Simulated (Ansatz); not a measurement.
The parent structure is GeO₂ in the rutile structure (space group P4_2/mnm, No. 136; a = 4.411 Å, c = 2.870 Å). Axes: x, y, z lie along a, b, c of the conventional cell.

The values are results of r2SCAN (Ansatz, a first-principles code, PAW, no spin-orbit coupling), not measurements.

For the base:

* **Band gap**: 2.51 eV

One thing is altered: biaxial strain −2.06 %, plane normal [001], relaxed out of plane (Cartesian); in-plane vectors clamped, the third vector and the atoms free.

Problem. Predict the new band gap.

Solution. The band gap goes up by 0.25 eV, from 2.51 eV to 2.76 eV.

Problem. Predict the new in-plane stress.

Solution. The mean in-plane stress (compression positive) comes out as +9.3 GPa.

No phonon test of stability was made.
